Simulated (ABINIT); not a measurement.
The system is KTaO3.

```
Ta K O
1.0
     3.98830    0.00000    0.00000
     0.00000    3.98830    0.00000
     0.00000    0.00000    3.98830
Ta K O
1 1 3
Direct
  0.00000 0.00000 0.00000
  0.50000 0.50000 0.50000
  0.00000 0.00000 0.50000
  0.00000 0.50000 0.00000
  0.50000 0.00000 0.00000
```

Base run:

* Program: ABINIT 10.8.3 (patched build)
* Functional: PBEsol
* Potentials or basis: JTH PAW PBE v2.0
* Cutoff: 626 eV
* k mesh: 6 × 6 × 6
* Occupations: fermi-dirac, width 0.05 eV
* Spin: no spin polarisation

Its results: band gap on the k mesh 2.09 eV, indirect (least direct gap 2.70 eV); pressure -0.1 GPa.

**Question.** After a change of settings the same cell gave: band gap on the k mesh 2.18 eV, indirect (least direct gap 2.80 eV); pressure 5.5 GPa. Which change was it?
A. functional from PBEsol to PBE
B. k mesh from 6 × 6 × 6 to 3 × 3 × 3
C. k mesh from 6 × 6 × 6 to 4 × 4 × 4

**Answer.** A.

PBE binds less tightly than PBEsol, so the same cell stands under more pressure.

Caveats: spin-orbit coupling is left out, which moves the levels of the heavy elements; the atomic spheres overlap; the PAW data sets were made with another functional, which shifts forces and pressure a little (some runs).
